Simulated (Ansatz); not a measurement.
Structure types of CdS at a series of pressures

All-electron LAPW in Ansatz 0.2.0 under PBE, scalar-relativistic, energies extrapolated to zero smearing, no spin–orbit coupling; spin polarisation is left out. At each pressure a set of structure types was relaxed with symmetry kept. The table gives H = E + pV above the lowest type of that row in meV/atom (up to 5 of noise); a dash means not tried or turned into another type. Real phases may be missing from the set. k spacings are near 0.17 to 0.21 Å⁻¹, smearing 0.05 to 0.1 eV.

Among rocksalt, wurtzite, NiAs, CsCl, zincblende, distorted wurtzite, which leads at 0.0098, 6.2, 11, 15, 32, 59, 100 GPa?

wurtzite or zincblende at 0.0098 GPa; rocksalt at 6.2 GPa; rocksalt at 11 GPa; rocksalt at 15 GPa; rocksalt at 32 GPa; rocksalt at 59 GPa; rocksalt at 100 GPa.

| p (GPa) | V of the lowest (Å³/atom) | rocksalt | wurtzite | NiAs | CsCl | zincblende | distorted wurtzite |
| --- | --- | --- | --- | --- | --- | --- | --- |
| 0.0098 | 26.03 | 135 | 0 | 176 | 644 | 1 | – |
| 6.2 | 19.29 | 0 | 51 | 53 | 474 | 52 | – |
| 11 | 18.47 | 0 | 177 | 62 | 448 | 178 | – |
| 15 | 17.90 | 0 | 273 | 68 | 425 | 274 | – |
| 32 | 16.18 | 0 | – | 91 | 337 | 633 | 616 |
| 59 | 14.53 | 0 | – | 118 | 208 | 1101 | 937 |
| 100 | 13.00 | 0 | – | 140 | 28 | 1693 | 528 |
